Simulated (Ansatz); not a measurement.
Take InCuS2 in the chalcopyrite structure (space group I-42d, No. 122; a = 5.5770 Å, c = 11.2344 Å) as the base. Axes: x, y, z lie along a, b, c of the conventional cell.

(Cell as relaxed with PBE.)

Levels (all Ansatz, a quantum-chemistry and plane-wave program, PAW): PBE (420 eV, without spin-orbit coupling); r2SCAN (500 eV, scalar-relativistic without spin-orbit coupling).

Each level relaxes its own structure.

```csv
base,PBE,r2SCAN
volume per atom,21.84 Å³,21.21 Å³
lattice parameter a,5.577 Å,5.522 Å
band gap,zero,0.36 eV
```

The change: the cell is stretched by 1.18 % along z with no lateral relaxation, atoms relaxed at fixed cell.

```csv
quantity,PBE,r2SCAN
band gap,zero,?
shortest interatomic distance,2.339 Å,?
"pressure (mean of the normal stresses, compression positive)",-0.8 GPa,?
```

What does r2SCAN give?


- band gap, r2SCAN: 0.33 eV
- shortest interatomic distance, r2SCAN: 2.322 Å
- pressure (mean of the normal stresses, compression positive), r2SCAN: -0.8 GPa

They disagree on the band gap; PBE's shortest interatomic distance lies 0.017 Å above r2SCAN's (0.7 %); the two agree on the pressure. Neither level is exact; r2SCAN is the comparison here, not a measurement.

The cells carry an imposed strain or load. Stability against distortions was not tested. The final runs are not spin-polarised. Gaps under 0.05 eV, about the width of the smearing, are given as zero. A zero or small gap of InCuS2 can be the functional's error rather than a property of the material.
